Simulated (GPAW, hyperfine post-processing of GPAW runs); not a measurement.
# Li2MnO2F: isotropic lines and sites in a paramagnetic 7Li spectrum

Calculated values: DFT, revPBE+U, plane-wave PAW, GPAW setups, collinear spin, scalar-relativistic (GPAW), contact and point-dipole shifts scaled to 340 K with Θ = 0 K (a pure Curie law); spin-only moments, above the ordering temperature.

```
Mn F O Li
1.0
     2.94524    0.00000    0.00000
     1.36814    2.60928    0.00000
     0.46460    0.30486   14.51837
Mn F O Li
2 2 4 4
Direct
  0.32042 0.33754 0.16218
  0.99683 0.01030 0.50449
  0.34685 0.31332 0.91320
  0.02117 0.98764 0.75297
  0.26653 0.38774 0.42505
  0.72831 0.63260 0.58400
  0.69755 0.60754 0.08258
  0.94337 0.06595 0.24153
  0.35327 0.33260 0.67441
  0.64518 0.68710 0.33342
  0.67823 0.65680 0.83319
  0.00202 0.98099 0.99231
```

7Li MAS at 2.35 T (38.9 MHz), 60 kHz, 340 K; contact and dipolar shift alone, no orbital or quadrupolar part; lines under 1.5 % of the strongest are left out. NMR lines, with heights relative to the strongest:

```csv
position (ppm),intensity
-1530.7,16
-1215.5,14
-1212.9,14
-778.5,11
12.1,90
327.4,96
330.0,96
764.4,100
1555.0,11
1870.2,9.3
1872.9,9.3
2307.2,8.1
3097.9,3.7
3413.1,2.9
3415.8,2.9
3850.1,2.3
```

Q: Find the isotropic shifts among the lines and assign them to the Li sites.

Sidebands are spaced by 1543 ppm (the spinning rate over the resonance of 38.9 MHz). An isotropic line need not be the tallest: it is the area-weighted centre of its own family of sidebands, and the one that stays put when the rate is changed. Isotropic shifts: 330 ppm for atom 9 (6 Mn through links of 85 to 92° (4), 95° (2) and 172 to 175° (3)), reduced anisotropy 1992 ppm; 764 ppm for atom 10 (12 Mn through links of 85 to 92° (8), 95° (4) and 171 to 175° (6)), reduced anisotropy 1800 ppm; 12 ppm for atom 11 (no Mn linked through a nearest anion), reduced anisotropy 2200 ppm; 327 ppm for atom 12 (6 Mn through links of 85 to 91° (4), 95° (2) and 172 to 175° (3)), reduced anisotropy 1993 ppm. The families' total areas stand as 1:1:1:1; where areas are equal the match rests on the calculation.

[Logs are printed without paths, hosts, clocks, repeated set-up lines and the standing remarks that a program may print on its own settings, such as how far it seeks lower states.]

[Hosts, paths, dates, database ids (printed as entryN), source tags and the programs' standing remarks are cut or masked in the printed files.]
